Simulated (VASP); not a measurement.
# Al2O3 (P-3m1) in VASP: settings compared, part 2 of 3

VASP 6.6.1. The steps go on from the part before.

## Step 3: Electron localisation function, PBEsol

Input file INCAR:

```
SYSTEM = Al2O3
PREC = Accurate
ENCUT = 520
EDIFF = 1E-6
ISMEAR = 0
SIGMA = 0.02
LREAL = .False.
LASPH = .True.
NELM = 60
ALGO = Fast
ISIF = 2
LWAVE = .False.
LCHARG = .True.
GGA = PS
LELF = .True.
```

Input file KPOINTS:

```
Automatic mesh
0
Gamma
  10 10 4
  0 0 0
```

Input file POSCAR:

```
Al2O3
1.0
    3.0174825440      0.0000000000      0.0000000000
   -1.5087412720      2.6132165386      0.0000000000
    0.0000000000      0.0000000000      7.5746360022
Al O
2 3
Direct
    0.0000000000      0.0000000000      0.7220490000
    0.0000000000      0.0000000000      0.2779510000
    0.0000000000      0.0000000000      0.5000000000
    0.6666666667      0.3333333333      0.8005460000
    0.3333333333      0.6666666667      0.1994540000
```

Potentials or basis: VASP PAW PBE potentials, release 64 (Al, O).

The run is started by

```console
> cat potpaw_PBE.64/Al/POTCAR potpaw_PBE.64/O/POTCAR > POTCAR
> mpirun -np 1 vasp_std > vasp.out
```

OUTCAR:

```text
SYSTEM = Al2O3
   PREC = Accurate
   ENCUT = 520
   EDIFF = 1E-6
   ISMEAR = 0
   LREAL = .False.
   LASPH = .True.
   NELM = 60
   ISIF = 2
   GGA = PS

 ion  position               nearest neighbor table
   1  0.000  0.000  0.722-   3 1.68   4 1.84   4 1.84   4 1.84   2 3.36
   2  0.000  0.000  0.278-   3 1.68   5 1.84   5 1.84   5 1.84   1 3.36
   3  0.000  0.000  0.500-   1 1.68   2 1.68
   4  0.667  0.333  0.801-   1 1.84   1 1.84   1 1.84
   5  0.333  0.667  0.199-   2 1.84   2 1.84   2 1.84

  LATTYP: Found a hexagonal cell.
 ALAT       =     3.0174825440
 C/A-ratio  =     2.5102501478

  Lattice vectors:

 A1 = (   3.0174825440,   0.0000000000,   0.0000000000)
 A2 = (  -1.5087412720,   2.6132165386,   0.0000000000)
 A3 = (   0.0000000000,   0.0000000000,   7.5746360022)

Analysis of symmetry for initial positions (statically):
=====================================================================
 Subroutine PRICEL returns:
 Original cell was already a primitive cell.

 Routine SETGRP: Setting up the symmetry group for a
 hexagonal supercell.

 Subroutine GETGRP returns: Found 12 space group operations
 (whereof 12 operations were pure point group operations)
 out of a pool of 24 trial point group operations.

The static configuration has the point symmetry D_3d.

Analysis of symmetry for dynamics (positions and initial velocities):
=====================================================================
 Subroutine PRICEL returns:
 Original cell was already a primitive cell.

 Routine SETGRP: Setting up the symmetry group for a
 hexagonal supercell.

 Subroutine GETGRP returns: Found 12 space group operations
 (whereof 12 operations were pure point group operations)
 out of a pool of 24 trial point group operations.

The dynamic configuration has the point symmetry D_3d.

 Subroutine INISYM returns: Found 12 space group operations
 (whereof 12 operations are pure point group operations),
 and found     1 'primitive' translations

[... 124 lines left out ...]
   LORBIT       =      0    0 simple, 1 ext, 2 COOP (PROOUT), +10 PAW based schemes
   GGA     = PS    functional components
   LHFCALC =     F    Hartree Fock is set to
   AEXX    =    0.0000 exact exchange contribution
   IVDW    =     0    specifies the selected vdW correction
   LEPSILON=     F    determine dielectric tensor
   LRPA    =     F    only Hartree local field effects (RPA)
 non-spin polarized calculation
 RMM-DIIS sequential band-by-band and
 Gauss-broadening in eV      SIGMA  =   0.02
  energy-cutoff  :      520.00
  volume of cell :       59.73
 maximum number of plane-waves:      1632
 NGX is ok and might be reduce to    24
   NGX = 11   NGY = 11   NGZ = 29

 number of electron      24.0000012 magnetization

 Free energy of the ion-electron system (eV)
  ---------------------------------------------------
  ext. energy  EPLUGINS =         0.00000000
  ---------------------------------------------------
  free energy    TOTEN  =       -37.72805256 eV

  energy without entropy =      -37.72805256  energy(sigma->0) =      -37.72805256

 E-fermi :   3.9014     XC(G=0):  -9.9412

 val. band max:        3.7450212563   @ k =   0.0000   0.0000   0.0000
 cond. band min:       5.9390852972   @ k =   0.0000   0.0000   0.0000
 fundamental gap:      2.1940640409
 Fermi energy:         3.9014372937

 k-point     1 :       0.0000    0.0000    0.0000
  band No.  band energies     occupation
      1     -15.8024      2.00000
      2     -15.6057      2.00000
      3     -13.0411      2.00000
      4      -2.1389      2.00000
      5      -0.7757      2.00000
      6       0.0129      2.00000
[... 433 lines left out ...]
      3     -12.6079      2.00000
      4      -3.6186      2.00000
      5      -3.2384      2.00000
      6      -0.6520      2.00000
[... 8 lines left out ...]
     15      11.8190      0.00000
     16      12.3179      0.00000

 [... further k-points ...]

------------------------ aborting loop because EDIFF is reached ----------------------------------------

  FORCE on cell =-STRESS in cart. coord.  units (eV):
  Direction    XX          YY          ZZ          XY          YZ          ZX
  --------------------------------------------------------------------------------------
  -------------------------------------------------------------------------------------
  Total       -1.4708208     -1.4708208     -0.9801857      0.0000000      0.0000000      0.0000000
  in kB      -39.4537623    -39.4537623    -26.2928112      0.0000000      0.0000000      0.0000000
  external PRESSURE =     -35.0667786 kB  Pullay stress =       0.0000000 kB

 VOLUME and BASIS-vectors are now :
 -----------------------------------------------------------------------------
  energy-cutoff  :      520.00
  volume of cell :       59.73
      direct lattice vectors                 reciprocal lattice vectors
     3.017482544  0.000000000  0.000000000     0.331402083  0.191335082  0.000000000
    -1.508741272  2.613216539  0.000000000     0.000000000  0.382670163  0.000000000
     0.000000000  0.000000000  7.574636002     0.000000000  0.000000000  0.132019545

 POSITION                                       TOTAL-FORCE (eV/Angst)
 -----------------------------------------------------------------------------------
      0.00000      0.00000      5.46926        -0.000000      0.000000     -0.091567
      0.00000      0.00000      2.10538         0.000000     -0.000000      0.091567
      0.00000      0.00000      3.78732        -0.000000      0.000000      0.000000
      1.50874      0.87107      6.06384         0.000000      0.000000     -0.188090
     -0.00000      1.74214      1.51079         0.000000      0.000000      0.188090
 -----------------------------------------------------------------------------------
    total drift:                                0.000000      0.000000      0.000000

  FREE ENERGIE OF THE ION-ELECTRON SYSTEM (eV)
  ---------------------------------------------------
  free  energy   TOTEN  =       -37.7280525611 eV

  energy  without entropy=      -37.7280525611  energy(sigma->0) =      -37.72805256
```

stdout:

```text
POSCAR found type information on POSCAR AlO
 POSCAR found :  2 types and       5 ions
 scaLAPACK will be used
 -----------------------------------------------------------------------------
|                                                                             |
|                                                                             |
|     You enforced a specific xc type in the INCAR file but a different       |
|     I HOPE YOU KNOW WHAT YOU ARE DOING!                                     |
|                                                                             |
 -----------------------------------------------------------------------------

 LDA part: xc-table for (Slater+PW92), standard interpolation
 POSCAR, INCAR and KPOINTS ok, starting setup
 FFT: planning ... GRIDC
 FFT: planning ... GRID_SOFT
 FFT: planning ... GRID
 WAVECAR not read
 entering main loop
```

Wall time 22 s (1 thread of Intel Xeon 6975P-C (Granite Rapids), shared host); peak memory 0.19 GiB.

Results:

| Item | Value |
| --- | --- |
| Free energy | -37.7281 eV |
| Pressure | -3.5 GPa |
| Largest force | 0.188 eV/Å |
| Band gap on the k mesh | 2.19 eV, direct |

Forces in eV/Å, atoms in the order of the input:
```
Al   0.000  0.000 -0.092
Al   0.000  0.000  0.092
O    0.000  0.000  0.000
O    0.000  0.000 -0.188
O    0.000  0.000  0.188
```

Stress tensor (GPa, compression positive):
```
-3.95  0.00  0.00
 0.00 -3.95  0.00
 0.00  0.00 -2.63
```

Levels at points of the mesh, in eV from the valence-band top:
```tsv
k point	band 10	band 11	band 12	band 13	band 14	band 15
(0.00, 0.00, 0.00)	-2.34	0.00	0.00	2.19	4.19	7.22
(0.50, 0.00, 0.00)	-3.12	-1.78	-0.49	4.45	6.08	8.06
(0.00, 0.00, 0.50)	-3.12	0.00	0.00	3.15	3.23	7.98
(0.50, 0.00, 0.50)	-3.34	-1.71	-0.49	4.90	5.47	8.00
```

Caveat: the PAW data sets were made with another functional, which shifts forces and pressure a little. A k mesh can miss the band edges.

## Step 4: Single point, PBEsol

Input file INCAR:

```
PREC = Accurate
ENCUT = 520
EDIFF = 1E-6
ISMEAR = 0
SIGMA = 0.02
LREAL = F
LASPH = T
NELM = 100
ALGO = Normal
ISIF = 2
LWAVE = F
LCHARG = T
GGA = PS
LELF = T
LVHAR = T
```

Input file KPOINTS:

```
Automatic mesh
0
Gamma
  10 10 4
```

Input file POSCAR:

```
Al2O3
1.0
    3.0174825440      0.0000000000      0.0000000000
   -1.5087412720      2.6132165386      0.0000000000
    0.0000000000      0.0000000000      7.5746360022
Al O
2 3
Cartesian
    0.0000000000      0.0000000000      5.4692583508
    0.0000000000      0.0000000000      2.1053776514
    0.0000000000      0.0000000000      3.7873180011
    1.5087412722      0.8710721794      6.0638445530
   -0.0000000002      1.7421443592      1.5107914492
```

Potentials or basis: VASP PAW PBE potentials, release 54 (Al, O).

The run is started by

```console
> cat potpaw_PBE.54/Al/POTCAR potpaw_PBE.54/O/POTCAR > POTCAR
> mpirun -np 1 vasp_std > vasp.out
```

OUTCAR:

```text
PREC = Accurate
   ENCUT = 520
   EDIFF = 1E-6
   ISMEAR = 0
   LREAL = F
   LASPH = T
   NELM = 100
   ISIF = 2
   GGA = PS

 ion  position               nearest neighbor table
   1  0.000  0.000  0.722-   3 1.68   4 1.84   4 1.84   4 1.84   2 3.36
   2  0.000  0.000  0.278-   3 1.68   5 1.84   5 1.84   5 1.84   1 3.36
   3  0.000  0.000  0.500-   1 1.68   2 1.68
   4  0.667  0.333  0.801-   1 1.84   1 1.84   1 1.84
   5  0.333  0.667  0.199-   2 1.84   2 1.84   2 1.84

  LATTYP: Found a hexagonal cell.
 ALAT       =     3.0174825440
 C/A-ratio  =     2.5102501478

  Lattice vectors:

 A1 = (   3.0174825440,   0.0000000000,   0.0000000000)
 A2 = (  -1.5087412720,   2.6132165386,   0.0000000000)
 A3 = (   0.0000000000,   0.0000000000,   7.5746360022)

Analysis of symmetry for initial positions (statically):
=====================================================================
 Subroutine PRICEL returns:
 Original cell was already a primitive cell.

 Routine SETGRP: Setting up the symmetry group for a
 hexagonal supercell.

 Subroutine GETGRP returns: Found 12 space group operations
 (whereof 12 operations were pure point group operations)
 out of a pool of 24 trial point group operations.

The static configuration has the point symmetry D_3d.

Analysis of symmetry for dynamics (positions and initial velocities):
=====================================================================
 Subroutine PRICEL returns:
 Original cell was already a primitive cell.

 Routine SETGRP: Setting up the symmetry group for a
 hexagonal supercell.

 Subroutine GETGRP returns: Found 12 space group operations
 (whereof 12 operations were pure point group operations)
 out of a pool of 24 trial point group operations.

The dynamic configuration has the point symmetry D_3d.

 Subroutine INISYM returns: Found 12 space group operations
 (whereof 12 operations are pure point group operations),
 and found     1 'primitive' translations

----------------------------------------------------------------------------------------

                                     Primitive cell

  volume of cell :      59.7285

  direct lattice vectors                    reciprocal lattice vectors
     3.017482544  0.000000000  0.000000000     0.331402083  0.191335082  0.000000000
    -1.508741272  2.613216539  0.000000000     0.000000000  0.382670163  0.000000000
     0.000000000  0.000000000  7.574636002     0.000000000  0.000000000  0.132019545

  length of vectors
     3.017482544  3.017482544  7.574636002     0.382670163  0.382670163  0.132019545

  position of ions in fractional coordinates (direct lattice)
     0.000000000  0.000000000  0.722049000
     0.000000000  0.000000000  0.277951000
     0.000000000  0.000000000  0.500000000
     0.666666667  0.333333333  0.800546000
     0.333333333  0.666666667  0.199454000

  ion indices of the primitive-cell ions
   primitive index   ion index
                 1           1
                 2           2
                 3           3
                 4           4
                 5           5

[... 30 lines left out ...]
  0.200000  0.000000  0.000000      6.000000
  0.300000  0.000000  0.000000      6.000000
  0.400000 -0.000000  0.000000      6.000000
  0.500000  0.000000  0.000000      3.000000
[... 16 lines left out ...]
  0.000000  0.400000  0.250000      6.000000
  0.500000  0.000000  0.250000      6.000000
 [... further k-points ...]
   k-points           NKPTS =     50   k-points in BZ     NKDIM =     50   number of bands    NBANDS=     16
   number of dos      NEDOS =    301   number of ions     NIONS =      5
   total plane-waves  NPLWV =  32256
   dimension x,y,z NGX =    24 NGY =   24 NGZ =   56
   dimension x,y,z NGXF=    48 NGYF=   48 NGZF=  112
   ions per type =               2   3
   NGX,Y,Z   is equivalent  to a cutoff of  13.22, 13.22, 12.29 a.u.
   NGXF,Y,Z  is equivalent  to a cutoff of  26.45, 26.45, 24.58 a.u.
 SYSTEM =  unknown system
   PREC   = accura    normal or accurate (medium, high low for compatibility)
   ISTART =      0    job   : 0-new  1-cont  2-samecut
   ICHARG =      2    charge: 1-file 2-atom 10-const
   ISPIN  =      1    spin polarized calculation?
   LNONCOLLINEAR =      F non collinear calculations
   LSORBIT =      F    spin-orbit coupling
   LASPH  =      T    aspherical Exc in radial PAW
   ENCUT  =  520.0 eV  38.22 Ry    6.18 a.u.   5.61  5.61 14.08*2*pi/ulx,y,z
   NELM   =    100;   NELMIN=  2; NELMDL= -5     # of ELM steps
   EDIFF  = 0.1E-05   stopping-criterion for ELM
   LREAL  =      F    real-space projection
   EDIFFG = 0.1E-04   stopping-criterion for IOM
   NSW    =      0    number of steps for IOM
   IBRION =     -1    ionic relax: 0-MD 1-quasi-New 2-CG
   NFREE  =      0    steps in history (QN), initial steepest desc. (CG)
   ISIF   =      2    stress and relaxation
   ISYM   =      2    0-nonsym 1-usesym 2-fastsym
   POTIM  = 0.5000    time-step for ionic-motion
   TEBEG  =    0.0;   TEEND  =   0.0 temperature during run
   PSTRESS=    0.0 pullay stress
   NELECT =      24.0000    total number of electrons
   NUPDOWN=      -1.0000    fix difference up-down
   EMIN   =  10.00;   EMAX   =-10.00  energy-range for DOS
   EFERMI =   0.00;   METHOD = LEGACY
   ISMEAR =     0;   SIGMA  =   0.02  broadening in eV -4-tet -1-fermi 0-gaus
   EFERMI_NEDOS =   21; number of points for ismear=-14 and -15
   IALGO  =     38    algorithm
   IMIX   =      4    mixing-type and parameters
     AMIX     =   0.40;   BMIX     =  1.00
     AMIX_MAG =   1.60;   BMIX_MAG =  1.00
  volume/ion in A,a.u.               =      11.95        80.61
  Fermi-wavevector in a.u.,A,eV,Ry     =   1.208049  2.282882 19.856107  1.459383
  Thomas-Fermi vector in A             =   2.343669
   LORBIT       =      0    0 simple, 1 ext, 2 COOP (PROOUT), +10 PAW based schemes
   GGA     = PS    functional components
   LHFCALC =     F    Hartree Fock is set to
   AEXX    =    0.0000 exact exchange contribution
   IVDW    =     0    specifies the selected vdW correction
   LEPSILON=     F    determine dielectric tensor
   LRPA    =     F    only Hartree local field effects (RPA)
 non-spin polarized calculation
 Gauss-broadening in eV      SIGMA  =   0.02
  energy-cutoff  :      520.00
  volume of cell :       59.73
 maximum number of plane-waves:      1632
 NGX is ok and might be reduce to    24
   NGX = 11   NGY = 11   NGZ = 29

 number of electron      24.0000012 magnetization

 Free energy of the ion-electron system (eV)
  ---------------------------------------------------
  ext. energy  EPLUGINS =         0.00000000
  ---------------------------------------------------
  free energy    TOTEN  =       -37.72805250 eV

  energy without entropy =      -37.72805250  energy(sigma->0) =      -37.72805250

 E-fermi :   3.9014     XC(G=0):  -9.9413

 val. band max:        3.7447287619   @ k =   0.0000   0.0000   0.0000
 cond. band min:       5.9390023612   @ k =   0.0000   0.0000   0.0000
 fundamental gap:      2.1942735993
 Fermi energy:         3.9014029068

 k-point     1 :       0.0000    0.0000    0.0000
  band No.  band energies     occupation
      1     -15.8024      2.00000
      2     -15.6057      2.00000
      3     -13.0414      2.00000
      4      -2.1389      2.00000
      5      -0.7758      2.00000
      6       0.0128      2.00000
[... 433 lines left out ...]
      3     -12.6082      2.00000
      4      -3.6187      2.00000
      5      -3.2384      2.00000
      6      -0.6521      2.00000
[... 8 lines left out ...]
     15      11.8187      0.00000
     16      12.3170      0.00000

 [... further k-points ...]

------------------------ aborting loop because EDIFF is reached ----------------------------------------

  FORCE on cell =-STRESS in cart. coord.  units (eV):
  Direction    XX          YY          ZZ          XY          YZ          ZX
  --------------------------------------------------------------------------------------
  -------------------------------------------------------------------------------------
  Total       -1.4673377     -1.4673377     -0.9788937      0.0000000      0.0000000     -0.0000000
  in kB      -39.3603282    -39.3603282    -26.2581526      0.0000000      0.0000000     -0.0000000
  external PRESSURE =     -34.9929364 kB  Pullay stress =       0.0000000 kB

 VOLUME and BASIS-vectors are now :
 -----------------------------------------------------------------------------
  energy-cutoff  :      520.00
  volume of cell :       59.73
      direct lattice vectors                 reciprocal lattice vectors
     3.017482544  0.000000000  0.000000000     0.331402083  0.191335082  0.000000000
    -1.508741272  2.613216539  0.000000000     0.000000000  0.382670163  0.000000000
     0.000000000  0.000000000  7.574636002     0.000000000  0.000000000  0.132019545

 POSITION                                       TOTAL-FORCE (eV/Angst)
 -----------------------------------------------------------------------------------
      0.00000      0.00000      5.46926         0.000000     -0.000000     -0.091779
      0.00000      0.00000      2.10538         0.000000      0.000000      0.091779
      0.00000      0.00000      3.78732         0.000000      0.000000      0.000000
      1.50874      0.87107      6.06384        -0.000000      0.000000     -0.187934
     -0.00000      1.74214      1.51079         0.000000     -0.000000      0.187934
 -----------------------------------------------------------------------------------
    total drift:                                0.000000      0.000000      0.000000

  FREE ENERGIE OF THE ION-ELECTRON SYSTEM (eV)
  ---------------------------------------------------
  free  energy   TOTEN  =       -37.7280525049 eV

  energy  without entropy=      -37.7280525049  energy(sigma->0) =      -37.72805250
```

Run time: 30 s. Hardware: 1 thread of AMD EPYC 9R45 (Zen 5), shared host; peak memory 0.16 GiB.

What came out:

| Item | Value |
| --- | --- |
| Free energy | -37.7281 eV |
| Pressure | -3.5 GPa |
| Largest force | 0.188 eV/Å |
| Band gap on the k mesh | 2.19 eV, direct |

Forces in eV/Å, atoms in the order of the input:
```
Al   0.000  0.000 -0.092
Al   0.000  0.000  0.092
O    0.000  0.000  0.000
O    0.000  0.000 -0.188
O    0.000  0.000  0.188
```

Caveat: the PAW data sets were made with another functional, which shifts forces and pressure a little. Expect the measured gap to be larger: semilocal functionals such as PBEsol lack the derivative discontinuity.

(Continued in part 3 of 3.)
